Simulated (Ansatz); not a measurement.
# MgO: the cost of one run

Method: DFT PBEsol, scalar-relativistic, plane waves, PAW, in Ansatz 0.2.0.

The COD cell was measured well above room temperature, so it is larger than a cold one.

## (1) The starting structure

It takes space group Fm-3m (No. 225, cubic). The conventional cell has a = 4.270 Å, b = 4.270 Å, c = 4.270 Å, α = 90.00°, β = 90.00°, γ = 90.00°. Around Mg (site symmetry m-3m) lie 6 O at 2.14 Å. Around O (site symmetry m-3m) lie 6 Mg at 2.14 Å.

As a file:

```
Mg O
1.0
     4.27030    0.00000    0.00000
     0.00000   -4.27030    0.00000
     0.00000    0.00000   -4.27030
Mg O
4 4
Direct
  0.00000 0.50000 0.50000
  0.50000 0.00000 0.50000
  0.50000 0.50000 0.00000
  0.00000 0.00000 0.00000
  0.50000 0.00000 0.00000
  0.00000 0.50000 0.00000
  0.00000 0.00000 0.50000
  0.50000 0.50000 0.50000
```

No relaxation comes first: the listed cell is the starting point.

## (2) The reference cell

The cell is repeated 4 times, 8 atoms in all. Reference values: F = -9903.4294 eV; pressure -5.76 GPa; largest force 0.000 eV/Å; gap on the mesh 4.25 eV. It was computed beforehand with the settings of the runs below.

## (3) Next: a one-atom displacement scan

Atom 1 (Mg) is moved by x along the Cartesian unit vector (0.707, 0.707, 0.000); the cell and all other atoms stay fixed. Forces below are components along that vector, summed over the moved atoms. In a periodic cell its images move with it.

## (4) At x = -0.200 Å

Contents of input.yaml:

```yaml
crystal:
  lattice:
    - [4.2703, 0.0, 0.0]
    - [0.0, -4.2703, 0.0]
    - [0.0, 0.0, -4.2703]
  atoms:
    - { symbol: Mg, position: [-0.0331174288, 0.5331174288, 0.5] }
    - { symbol: Mg, position: [0.5, 0.0, 0.5] }
    - { symbol: Mg, position: [0.5, 0.5, 0.0] }
    - { symbol: Mg, position: [0.0, 0.0, 0.0] }
    - { symbol: O, position: [0.5, 0.0, 0.0] }
    - { symbol: O, position: [0.0, 0.5, 0.0] }
    - { symbol: O, position: [0.0, 0.0, 0.5] }
    - { symbol: O, position: [0.5, 0.5, 0.5] }
basis:
  ecutwfc: 420
kpoints:
  mp_grid: { grid: [6, 6, 6] }
hamiltonian:
  xc: pbesol
scf:
  occupations: { method: gaussian, width: 0.05 }
output:
  forces: true
  stress: true
  eigenvalues: true
```

Run with:

```sh
ansatz run input.yaml --threads 2 --pin off --max-ram 5120MiB --backend cpu --events-out ev --progress --plain --runs-dir out
```

What time and memory should one allow on 2 threads of Intel Xeon Platinum 8375C at 2.90GHz (Ice Lake), shared host?

About 7.8 s, with a peak of 0.44 GiB.
